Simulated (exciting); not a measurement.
# ZnS (F-43m) in exciting: further runs

The runs below take ZnS through band structure, with PBE, LDA, PBEsol.

Program: exciting (release sodium). These are calculated values, not measurements. Logs are shortened: lines on timing, memory, paths and dates and some standing lists are left out, and cuts for length are marked.

**What was measured.**

From “Electronic, vibrational, and thermodynamic properties of ZnS (zincblende and rocksalt structure)”, 2009, arxiv:0911.5022, for a bulk crystal of ZnS at 19 K: band gap 3.85 eV (direct).

The runs below are set against these values where they give the same quantity.

## 1. The crystal as given

Symmetry: F-43m, No. 216, cubic system. The conventional cell has a = 5.404 Å, b = 5.404 Å, c = 5.404 Å, α = 90.00°, β = 90.00°, γ = 90.00°. Zn (site symmetry -43m) is surrounded by 4 S at 2.34 Å. S (site symmetry -43m) has 4 Zn at 2.34 Å as nearest neighbours.

## 2. Band structure, PBE

input.xml reads:

```xml
<input>
  <title>ZnS</title>
  <structure speciespath="./" tshift="false">
    <crystal scale="1">
      <basevect>0.000000000000 5.106039988739 5.106039988739</basevect>
      <basevect>5.106039988739 0.000000000000 5.106039988739</basevect>
      <basevect>5.106039988739 5.106039988739 0.000000000000</basevect>
    </crystal>
    <species speciesfile="Zn.xml" rmt="2">
      <atom coord="0.750000000000 0.750000000000 0.750000000000"/>
    </species>
    <species speciesfile="S.xml" rmt="1.9">
      <atom coord="0.000000000000 0.000000000000 0.000000000000"/>
    </species>
  </structure>
  <groundstate do="fromscratch" ngridk="9 9 9" rgkmax="8.5" gmaxvr="14" lmaxapw="10" lmaxmat="10" lmaxvr="8" xctype="GGA_PBE" stype="Fermi Dirac" swidth="0.00183747" nempty="10" ValenceRelativity="iora*" epsengy="1e-05" epspot="1e-05" maxscl="60" outputlevel="normal"/>
  <properties>
    <bandstructure>
      <plot1d>
        <path steps="80">
          <point coord="0 0 0" label="G"/>
          <point coord="0.5 0 0.5" label="X"/>
          <point coord="0.5 0.25 0.75" label="W"/>
          <point coord="0.375 0.375 0.75" label="K"/>
          <point coord="0 0 0" label="G"/>
          <point coord="0.5 0.5 0.5" label="L"/>
          <point coord="0.625 0.25 0.625" label="U"/>
          <point coord="0.5 0.25 0.75" label="W"/>
          <point coord="0.5 0.5 0.5" label="L"/>
          <point coord="0.375 0.375 0.75" label="K" breakafter="true"/>
          <point coord="0.625 0.25 0.625" label="U"/>
          <point coord="0.5 0 0.5" label="X"/>
        </path>
      </plot1d>
    </bandstructure>
    <chargedensityplot>
      <plot3d>
        <box grid="20 20 20">
          <origin coord="0 0 0"/>
          <point coord="1 0 0"/>
          <point coord="0 1 0"/>
          <point coord="0 0 1"/>
        </box>
      </plot3d>
    </chargedensityplot>
    <elfplot>
      <plot3d>
        <box grid="20 20 20">
          <origin coord="0 0 0"/>
          <point coord="1 0 0"/>
          <point coord="0 1 0"/>
          <point coord="0 0 1"/>
        </box>
      </plot3d>
    </elfplot>
    <exccplot>
      <plot3d>
        <box grid="20 20 20">
          <origin coord="0 0 0"/>
          <point coord="1 0 0"/>
          <point coord="0 1 0"/>
          <point coord="0 0 1"/>
        </box>
      </plot3d>
    </exccplot>
  </properties>
</input>
```

Potentials or basis: all-electron LAPW+lo, shipped species files, valence relativity iora*.

Command:

```bash
$ OMP_NUM_THREADS=1 exciting_smp
```

INFO.OUT:

```text
================================================================================
EXCITING SODIUM started
[... 10 lines left out ...]

 Lattice vectors (cartesian) :
      0.0000000000      5.1060399887      5.1060399887
      5.1060399887      0.0000000000      5.1060399887
      5.1060399887      5.1060399887      0.0000000000

 Reciprocal lattice vectors (cartesian) :
     -0.6152698883      0.6152698883      0.6152698883
      0.6152698883     -0.6152698883      0.6152698883
      0.6152698883      0.6152698883     -0.6152698883

 Unit cell volume                           :     266.2457174161
 Brillouin zone volume                      :       0.9316589797

 Species :    1 (Zn)
     parameters loaded from                 :    Zn.xml
     name                                   :    zinc
     nuclear charge                         :     -30.00000000
     electronic charge                      :      30.00000000
     atomic mass                            :  119198.67800000
     muffin-tin radius                      :       2.00000000
     # of radial points in muffin-tin       :     350

     atomic positions (lattice) :
       1 :   0.75000000  0.75000000  0.75000000

 Species :    2 (S)
     parameters loaded from                 :    S.xml
     name                                   :    sulphur
     nuclear charge                         :     -16.00000000
     electronic charge                      :      16.00000000
     atomic mass                            :   58452.74216000
     muffin-tin radius                      :       1.90000000
     # of radial points in muffin-tin       :     300

     atomic positions (lattice) :
       1 :   0.00000000  0.00000000  0.00000000

 Total number of atoms per unit cell        :       2

 Spin treatment                             :    spin-unpolarised

 Number of Bravais lattice symmetries       :      48
 Number of crystal symmetries               :      24

 k-point grid                               :       9    9    9
 Total number of k-points                   :      55
 k-point set is reduced with crystal symmetries

 R^MT_min * |G+k|_max (rgkmax)              :       8.50000000
 Species with R^MT_min                      :       2 (S)
 Maximum |G+k| for APW functions            :       4.47368421
 Maximum |G| for potential and density      :      14.00000000

 G-vector grid sizes                        :      36    36    36
 Total number of G-vectors                  :   12339

 Maximum angular momentum used for
     APW functions                          :      10
     computing H and O matrix elements      :      10
     potential and density                  :       8
     inner part of muffin-tin               :       2

 Total nuclear charge                       :     -46.00000000
 Total electronic charge                    :      46.00000000
 Total core charge                          :      22.00000000
 Total valence charge                       :      24.00000000

 Number of empty states                     :      10
 Total number of valence states             :      23

 Maximum Hamiltonian size                   :     435
 Maximum number of plane-waves              :     419
 Total number of local-orbitals             :      16

 Exchange-correlation type                  :      20
[... 23 lines left out ...]
+ SCF iteration number :    1                                                  +
++++++++++++++++++++++++++++++++++++++++++++++++++++++++++++++++++++++++++++++++
 Total energy                               :     -2193.23849494
 _______________________________________________________________
 Fermi energy                               :         0.16415124
 Kinetic energy                             :      2231.66225477
 Coulomb energy                             :     -4327.59850942
 Exchange energy                            :       -95.22679491
 Correlation energy                         :        -2.07544538

 DOS at Fermi energy (states/Ha/cell)       :         0.00000000

 Electron charges :
     core                                   :        22.00000000
     core leakage                           :         0.00138277
     valence                                :        24.00000000
     interstitial                           :         4.19080277
     charge in muffin-tin spheres :
                  atom     1    Zn          :        27.98190242
                  atom     2     S          :        13.82729481
     total charge in muffin-tins            :        41.80919723
     total charge                           :        46.00000000

 Estimated fundamental gap                  :         0.08985043
        valence-band maximum at    1      0.0000  0.0000  0.0000
     conduction-band minimum at    1      0.0000  0.0000  0.0000

++++++++++++++++++++++++++++++++++++++++++++++++++++++++++++++++++++++++++++++++
+ SCF iteration number :    2                                                  +
++++++++++++++++++++++++++++++++++++++++++++++++++++++++++++++++++++++++++++++++
 Total energy                               :     -2196.01058427
 _______________________________________________________________
 Fermi energy                               :         0.16958957
 Kinetic energy                             :      2230.16483232
 Coulomb energy                             :     -4328.78213856
 Exchange energy                            :       -95.31512770
 Correlation energy                         :        -2.07815033

 DOS at Fermi energy (states/Ha/cell)       :         0.00000000

 Electron charges :
     core                                   :        22.00000000
     core leakage                           :         0.00137246
     valence                                :        24.00000000
     interstitial                           :         4.22596328
     charge in muffin-tin spheres :
                  atom     1    Zn          :        28.08096037
                  atom     2     S          :        13.69307635
     total charge in muffin-tins            :        41.77403672
     total charge                           :        46.00000000

 Estimated fundamental gap                  :         0.08498412
        valence-band maximum at    1      0.0000  0.0000  0.0000
     conduction-band minimum at    1      0.0000  0.0000  0.0000

 RMS change in effective potential (target) :  0.596668E-01  ( 0.100000E-04)
 Absolute change in total energy   (target) :   2.77209      ( 0.100000E-04)
 Charge distance                   (target) :  0.659834E-02  ( 0.100000E-04)

++++++++++++++++++++++++++++++++++++++++++++++++++++++++++++++++++++++++++++++++
+ SCF iteration number :    3                                                  +
++++++++++++++++++++++++++++++++++++++++++++++++++++++++++++++++++++++++++++++++
 Total energy                               :     -2195.71144663
 _______________________________________________________________
 Fermi energy                               :         0.17372816
 Kinetic energy                             :      2230.10295511
 Coulomb energy                             :     -4328.44606554
 Exchange energy                            :       -95.28962465
 Correlation energy                         :        -2.07871155
[... 323 lines left out ...]
 Electron charges :
     core                                   :        22.00000000
     core leakage                           :         0.00137059
     valence                                :        24.00000000
     interstitial                           :         4.28367898
     charge in muffin-tin spheres :
                  atom     1    Zn          :        28.12416959
                  atom     2     S          :        13.59215143
     total charge in muffin-tins            :        41.71632102
     total charge                           :        46.00000000

 Estimated fundamental gap                  :         0.07752405
        valence-band maximum at    1      0.0000  0.0000  0.0000
     conduction-band minimum at    1      0.0000  0.0000  0.0000

 RMS change in effective potential (target) :  0.269193E-08  ( 0.100000E-04)
 Absolute change in total energy   (target) :  0.819619E-05  ( 0.100000E-04)
 Charge distance                   (target) :  0.904560E-08  ( 0.100000E-04)

++++++++++++++++++++++++++++++++++++++++++++++++++++++++++++++++++++++++++++++++
+ SCF iteration number :   14                                                  +
++++++++++++++++++++++++++++++++++++++++++++++++++++++++++++++++++++++++++++++++
 Total energy                               :     -2195.37197849
 _______________________________________________________________
 Fermi energy                               :         0.17621951
 Kinetic energy                             :      2229.95545580
 Coulomb energy                             :     -4327.98688686
 Exchange energy                            :       -95.26158094
 Correlation energy                         :        -2.07896650

 DOS at Fermi energy (states/Ha/cell)       :         0.00000001

 Electron charges :
     core                                   :        22.00000000
     core leakage                           :         0.00137059
     valence                                :        24.00000000
     interstitial                           :         4.28367898
     charge in muffin-tin spheres :
                  atom     1    Zn          :        28.12416959
                  atom     2     S          :        13.59215143
     total charge in muffin-tins            :        41.71632102
     total charge                           :        46.00000000

 Estimated fundamental gap                  :         0.07752405
        valence-band maximum at    1      0.0000  0.0000  0.0000
     conduction-band minimum at    1      0.0000  0.0000  0.0000

 RMS change in effective potential (target) :  0.474281E-09  ( 0.100000E-04)
 Absolute change in total energy   (target) :  0.309711E-06  ( 0.100000E-04)
 Charge distance                   (target) :  0.370485E-09  ( 0.100000E-04)

++++++++++++++++++++++++++++++++++++++++++++++++++++++++++++++++++++++++++++++++
| Convergency criteria checked for the last 2 iterations                       +
| Convergence targets achieved. Performing final SCF iteration                 +
++++++++++++++++++++++++++++++++++++++++++++++++++++++++++++++++++++++++++++++++
 Total energy                               :     -2195.37197845
 _______________________________________________________________
 Fermi energy                               :         0.17621951
 Kinetic energy                             :      2229.95545581
 Coulomb energy                             :     -4327.98688683
 Exchange energy                            :       -95.26158094
 Correlation energy                         :        -2.07896650

 DOS at Fermi energy (states/Ha/cell)       :         0.00000001

 Electron charges :
     core                                   :        22.00000000
     core leakage                           :         0.00137059
     valence                                :        24.00000000
     interstitial                           :         4.28367898
     charge in muffin-tin spheres :
                  atom     1    Zn          :        28.12416959
                  atom     2     S          :        13.59215143
     total charge in muffin-tins            :        41.71632102
     total charge                           :        46.00000000

 Estimated fundamental gap                  :         0.07752405
        valence-band maximum at    1      0.0000  0.0000  0.0000
     conduction-band minimum at    1      0.0000  0.0000  0.0000

++++++++++++++++++++++++++++++++++++++++++++++++++++++++++++++++++++++++++++++++
[... 9 lines left out ...]
| EXCITING SODIUM stopped                                                      =
================================================================================
```

Wall time 3.1 min (1 thread of Arm Neoverse V2, shared host); peak memory 0.14 GiB.

What came out:

```
Free energy                                       : -59739.1149 eV
Band gap on the k mesh                            : 2.11 eV, direct
Band gap along the path                           : 2.11 eV, direct
All electrons inside the program's atomic spheres : Zn 28.12; S 13.59 (radii Zn 2.0, S 1.9 bohr)
```

Levels at the corners of the path, in eV from the valence-band top:
| point | band 8 | band 9 | band 10 | band 11 | band 12 | band 13 | band 14 | band 15 | band 16 | band 17 |
| --- | --- | --- | --- | --- | --- | --- | --- | --- | --- | --- |
| Γ | -5.85 | -5.85 | 0.00 | 0.00 | 0.00 | 2.11 | 6.37 | 6.37 | 6.37 | 11.69 |
| X | -5.78 | -5.63 | -4.56 | -2.22 | -2.22 | 3.42 | 4.08 | 10.97 | 11.94 | 11.94 |
| W | -5.89 | -5.45 | -4.59 | -2.74 | -2.71 | 5.71 | 6.02 | 7.86 | 8.22 | 12.45 |
| K | -5.82 | -5.50 | -4.62 | -3.10 | -1.80 | 4.14 | 5.96 | 9.38 | 9.74 | 10.66 |
| Γ | -5.85 | -5.85 | 0.00 | 0.00 | 0.00 | 2.11 | 6.37 | 6.37 | 6.37 | 11.69 |
| L | -5.82 | -5.65 | -5.29 | -0.87 | -0.87 | 3.31 | 6.91 | 6.91 | 8.89 | 12.17 |
| U | -5.82 | -5.50 | -4.62 | -3.10 | -1.80 | 4.14 | 5.96 | 9.38 | 9.74 | 10.66 |
| W | -5.89 | -5.45 | -4.59 | -2.74 | -2.71 | 5.71 | 6.02 | 7.86 | 8.22 | 12.45 |
| L | -5.82 | -5.65 | -5.29 | -0.87 | -0.87 | 3.31 | 6.91 | 6.91 | 8.89 | 12.17 |
| K | -5.82 | -5.50 | -4.62 | -3.10 | -1.80 | 4.14 | 5.96 | 9.38 | 9.74 | 10.66 |
| U | -5.82 | -5.50 | -4.62 | -3.10 | -1.80 | 4.14 | 5.96 | 9.38 | 9.74 | 10.66 |
| X | -5.78 | -5.63 | -4.56 | -2.22 | -2.22 | 3.42 | 4.08 | 10.97 | 11.94 | 11.94 |

(Part 1 of 2 ends here.)
